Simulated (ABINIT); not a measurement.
The system is Bi.

```
Bi
1.0
     3.23838    0.00000    0.00000
     0.00000    3.22164    0.00000
    -0.08045    0.00000    6.44389
Bi
2
Direct
  0.54425 0.00000 0.74958
  0.45575 0.00000 0.25042
```

This isn't the form of Bi at room conditions, which is rhombohedral.

* Program: ABINIT 10.8.3 (patched build)
* Task: single point
* Functional: PBE
* Potentials or basis: JTH PAW PBE v2.0
* Cutoff: 599 eV
* k mesh: 8 × 8 × 4
* Occupations: fermi-dirac, width 0.05 eV
* Spin: no spin polarisation

On this cell: pressure 2.1 GPa; largest force 0.017 eV/Å; band gap on the k mesh none (metal or under the smearing width).

The same run follows on a disturbed copy (atoms moved at random, drawn with an rms of 0.05 Å):

```
Bi
1.0
     3.23838    0.00000    0.00000
     0.00000    3.22164    0.00000
    -0.08045    0.00000    6.44389
Bi
2
Direct
  0.55534 0.00070 0.75028
  0.45838 0.01271 0.24141
```

**Question.** What changes?

**Answer.** The energy (extrapolated to zero smearing) moves by +0.3 meV/atom; pressure 2.2 GPa; largest force 0.063 eV/Å; band gap on the k mesh none (metal or under the smearing width).

Forces in eV/Å, atoms in the order of the input:
```
Bi   0.005  0.000 -0.063
Bi  -0.005  0.000  0.063
```

Stress tensor (GPa, compression positive):
```
 2.05  0.00  0.03
 0.00  2.75 -0.01
 0.03 -0.01  1.72
```

Caveats: spin-orbit coupling is left out, which moves the levels of the heavy elements.
